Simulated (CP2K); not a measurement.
Here is a CP2K 2026.2 calculation.

al_scf.inp

```
&GLOBAL
  PROJECT al_scf
  RUN_TYPE ENERGY_FORCE
  PRINT_LEVEL LOW
&END GLOBAL
&FORCE_EVAL
  METHOD QS
  STRESS_TENSOR ANALYTICAL
  &DFT
    BASIS_SET_FILE_NAME BASIS_MOLOPT_UZH
    POTENTIAL_FILE_NAME GTH_POTENTIALS
    &MGRID
      CUTOFF 450
      REL_CUTOFF 60
      NGRIDS 4
    &END MGRID
    &QS
      METHOD GPW
      EPS_DEFAULT 1.0E-10
    &END QS
    &KPOINTS
      SCHEME MONKHORST-PACK 12 12 12
      GAMMA_CENTERED T
      SYMMETRY T
      SYMMETRY_BACKEND SPGLIB
    &END KPOINTS
    &SCF
      SCF_GUESS ATOMIC
      EPS_SCF 1.0E-6
      MAX_SCF 100
      ADDED_MOS 8
      CHOLESKY OFF
      EPS_EIGVAL 1.0E-7
      &DIAGONALIZATION ON
        ALGORITHM STANDARD
      &END DIAGONALIZATION
      &MIXING ON
        METHOD BROYDEN_MIXING
        ALPHA 0.4
        BETA 1.5
        NBUFFER 8
      &END MIXING
      &SMEAR ON
        METHOD GAUSSIAN
        SIGMA [eV] 0.02
      &END SMEAR
    &END SCF
    &XC
      &XC_FUNCTIONAL
        &LDA_X
        &END LDA_X
        &LDA_C_PW
        &END LDA_C_PW
      &END XC_FUNCTIONAL
    &END XC
    &PRINT
      &KPOINTS ON
      &END KPOINTS
      &MULLIKEN ON
      &END MULLIKEN
      &MO ON
        ENERGIES T
        OCCUPATION_NUMBERS T
        &EACH
          QS_SCF 0
        &END EACH
        ADD_LAST NUMERIC
      &END MO
      &E_DENSITY_CUBE ON
        STRIDE 1
      &END E_DENSITY_CUBE
      &V_HARTREE_CUBE ON
        STRIDE 1
      &END V_HARTREE_CUBE
      &ELF_CUBE ON
        STRIDE 1
      &END ELF_CUBE
    &END PRINT
  &END DFT
  &SUBSYS
    &CELL
      ABC 2.7560716170 2.7560716170 2.7560716170
      ALPHA_BETA_GAMMA 109.4712206349 109.4712206342 109.4712206342
      PERIODIC XYZ
    &END CELL
    &COORD
      SCALED
      Al  0.0000000000 0.0000000000 0.0000000000
    &END COORD
    &KIND Al
      BASIS_SET TZVP-MOLOPT-PBE-GTH-q3
      POTENTIAL GTH-PADE-q3
    &END KIND
    &PRINT
      &ATOMIC_COORDINATES ON
      &END ATOMIC_COORDINATES
      &CELL ON
      &END CELL
    &END PRINT
  &END SUBSYS
  &PRINT
    &FORCES ON
    &END FORCES
    &STRESS_TENSOR ON
    &END STRESS_TENSOR
  &END PRINT
&END FORCE_EVAL
```

Potentials or basis: GTH_POTENTIALS Al GTH-PADE-q3; TZVP-MOLOPT-PBE-GTH basis.

Command:

```bash
$ OMP_NUM_THREADS=1 cp2k.psmp -i al_scf.inp -o al_scf.out
```

Problem. Predict the pressure.

Solution. -0.2 GPa.

Problem. Estimate the band gap on the k mesh.

Solution. None (metal or under the smearing width).

Caveat: the basis of atomic orbitals isn't converged, which shifts pressures, moduli and gaps.
